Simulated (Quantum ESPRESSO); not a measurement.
GaN:

```
Ga N
1.0
     0.00000    2.25350    2.25350
     2.25350    0.00000    2.25350
     2.25350    2.25350    0.00000
Ga N
1 1
Direct
  0.00000 0.00000 0.00000
  0.25000 0.25000 0.25000
```

The cell is a database's computed one.

| Quantity | Value |
| --- | --- |
| Program | Quantum ESPRESSO 7.5 |
| Task | phonons |
| Functional | PBE |
| Dispersion | D3(BJ) |
| Potentials or basis | PseudoDojo 0.4.1 SR PBE standard |
| Cutoff | 1143 eV |
| Density cutoff | 4572 eV |
| k mesh | 8 × 8 × 8, shifted |
| Occupations | fermi-dirac, width 0.05 eV |
| Spin | no spin polarisation |
| Mixing beta | 0.5 |
| Most SCF iterations | 120 |
| SCF threshold | 4e-10 Ry |

The cell and the atoms were relaxed first, to 11.54 Å³/atom (a = 3.196 Å, b = 3.196 Å, c = 3.196 Å, α = 60.00°, β = 60.00°, γ = 60.00°), and the response was taken there.

The first run showed a gap, so the response started from a second, tighter run with fixed occupations.

Q: What is the highest optical frequency at the zone centre, leaving out the macroscopic field of polar modes?

A: 533 cm⁻¹, a mode of symmetry T2 (IR and Raman). With the field the highest mode lies at 710 cm⁻¹.

Optical modes at Γ, degenerate ones joined, polar ones without the macroscopic field:
| cm⁻¹ | components | symmetry | active in | IR intensity, summed ((D/Å)²/amu) |
| --- | --- | --- | --- | --- |
| 533 | 3 | T2 | IR and Raman | 42.86 |

Zone-centre frequencies without and with the macroscopic field along z (cm⁻¹):
```csv
,optical modes in rising order
without,533 533 533
with the field,533 533 710
```

Born effective charge tensors (e):
atom 1, Ga
```
2.69 0.00 0.00
0.00 2.69 0.00
0.00 0.00 2.69
```
atom 2, N
```
-2.69  0.00  0.00
 0.00 -2.69  0.00
 0.00  0.00 -2.69
```

Electronic dielectric tensor:
```
6.00 0.00 0.00
0.00 6.00 0.00
0.00 0.00 6.00
```

Static dielectric tensor, electrons and zone-centre modes:
```
10.64  0.00  0.00
 0.00 10.64  0.00
 0.00  0.00 10.64
```
